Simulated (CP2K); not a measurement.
## TiAl under changes of volume

One of the cells (16.065 Å³/atom); the others are scaled copies at fixed shape and fractional positions:

```xyz
2
Lattice="3.1791 0.0000 0.0000 0.0000 3.1791 0.0000 0.0000 0.0000 3.1791" Properties=species:S:1:pos:R:3 pbc="T T T"
Ti    0.0000    0.0000    0.0000
Al    1.5895    1.5895    1.5895
```

The cell comes from a database or a generator and needn't be the stable form of this composition.

```yaml
Program: CP2K 2026.2
Functional: LDA
Potentials_or_basis: GTH_POTENTIALS Ti GTH-PADE-q12, Al GTH-PADE-q3; TZVP-MOLOPT-PBE-GTH basis
Density_cutoff: 6123 eV
k_mesh: 8 × 8 × 8
Occupations: fermi-dirac, width 0.01 eV
Spin: no spin polarisation
```

```tsv
volume (Å³/atom)	energy over the lowest point (meV/atom)	pressure (GPa)
15.101	0.00	0.7
15.422	1.21	-1.9
15.743	7.42	-4.2
16.065	?	?
16.386	32.91	-8.3
16.707	51.31	-10.0
17.028	72.94	-11.5
```

Question: What does the run at 16.065 Å³/atom give?

Answer: Energy over the lowest point 18.14 meV/atom; pressure -6.4 GPa.

Worked out: A Birch-Murnaghan fit of order 3 (a polynomial in V^(-2/3)) to the other rows has its minimum at 15.19 Å³/atom with B0 = V·E''(V) = 128 GPa and B' = 4.1. It gives 18.16 meV/atom at 16.065 Å³/atom, against the run's 18.14, and -dE/dV = -6.4 GPa, against -6.4.

Energies are extrapolated to zero smearing.

Caveats: the basis of atomic orbitals isn't converged, which shifts pressures, moduli and gaps.
